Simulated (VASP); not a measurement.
A run of VASP 6.6.1:

File INCAR:

```
SYSTEM = GdN
PREC = Accurate ; ENCUT = 600
EDIFF = 1E-6 ; ISMEAR = 1
SIGMA = 0.1 ; LREAL = .False.
LASPH = .True. ; NELM = 150
ALGO = Normal ; ISIF = 2
LWAVE = .False. ; LCHARG = .False.
ISPIN = 2 ; MAGMOM = 7 -7 0 0
LORBIT = 11 ; LMAXMIX = 6
GGA = PE ; NBANDS = 35
AMIX = 0.2 ; BMIX = 1E-4
AMIX_MAG = 0.8 ; BMIX_MAG = 1E-4
KPAR = 4
```

File KPOINTS:

```
regular mesh
0
Gamma
  10 10 8
  0 0 0
```

POSCAR

```
GdN
1.0
    0.0000000000      2.4995000000     -2.4995000000
    0.0000000000      2.4995000000      2.4995000000
    4.9990000000      0.0000000000      0.0000000000
Gd N
2 2
Direct
    0.0000000000      0.0000000000      0.0000000000
    0.5000000000      0.5000000000      0.5000000000
    0.0000000000      0.0000000000      0.5000000000
    0.5000000000      0.5000000000      0.0000000000
```

Potentials or basis: VASP PAW PBE potentials, release 64 (Gd, N).

Run with:

```bash
$ cat potpaw_PBE.64/Gd/POTCAR potpaw_PBE.64/N/POTCAR > POTCAR
$ mpirun -np 4 vasp_std > vasp.out
```

Hardware: 4 MPI ranks on Intel(R) Xeon(R) Platinum 8259CL CPU @ 2.50GHz (Skylake/Cascade Lake), on a shared host.

Estimate the wall time of this run.

It took 6.5 min on 4 MPI ranks on Intel(R) Xeon(R) Platinum 8259CL CPU @ 2.50GHz (Skylake/Cascade Lake) (shared host), peak memory 0.52 GiB a rank. Counts: scf iterations 33, k points 105.
